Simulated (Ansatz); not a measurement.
The system is NiO.

```
CELL_PARAMETERS angstrom
0.00000 2.08590 2.08590
2.08590 0.00000 2.08590
2.08590 2.08590 0.00000
ATOMIC_POSITIONS crystal
Ni 0.00000 0.00000 0.00000
O 0.50000 0.50000 0.50000
```

| Quantity | Value |
| --- | --- |
| Program | Ansatz 0.2.0 |
| Task | relaxation of cell and atoms |
| Functional | PBE |
| Dispersion | D4 |
| Potentials or basis | Ansatz PAW |
| Cutoff | 420 eV (not typed: the program's choice for these potentials) |
| k mesh | 11 × 11 × 11 |
| Occupations | gaussian, width 0.02 eV |
| Spin | collinear spin, program default start |
| Hubbard terms | Ni d U = 8 eV |

At the start: volume 9.08 Å³/atom.

Problem. How do energy, volume and symmetry change on relaxing?

Solution. It ends after 11 steps and the volume is 9.71 Å³/atom (+7.0 %); space group Fm-3m (No. 225, to 0.05 Å); moment 2.00 μB per cell.

Step by step:
| step | energy change (eV) | largest force (eV/Å) | volume (Å³) |
| --- | --- | --- | --- |
| 1 | 0.0000 | 0.0000 | 18.15 |
| 2 | -0.1051 | 0.0000 | 18.79 |
| 3 | -0.1112 | 0.0000 | 19.55 |
| 4 | -0.1135 | 0.0000 | 19.44 |
| 5 | -0.1154 | 0.0000 | 19.27 |
| 6 | -0.1255 | 0.0000 | 19.27 |
| 7 | -0.1254 | 0.0000 | 19.39 |
| 8 | -0.1254 | 0.0000 | 19.41 |
| 9 | -0.1261 | 0.0000 | 19.41 |
| 10 | -0.1261 | 0.0000 | 19.42 |
| 11 | -0.1261 | 0.0000 | 19.42 |

Final structure:
```xyz
2
Lattice="0.0000 2.1333 2.1333 2.1333 0.0000 2.1333 2.1333 2.1333 0.0000" Properties=species:S:1:pos:R:3 pbc="T T T"
Ni    0.0000    0.0000    0.0000
O     2.1333    2.1333    2.1333
```

Caveat: the magnetic or orbital state may not be the lowest; the plane-wave basis is chosen anew once the cell has moved, so the energies of steps on either side of that aren't comparable; the pressure holds a Pulay correction of +0.8 GPa for the finite cutoff; a cell with one magnetic atom can't hold antiferromagnetic order, which such compounds often take.
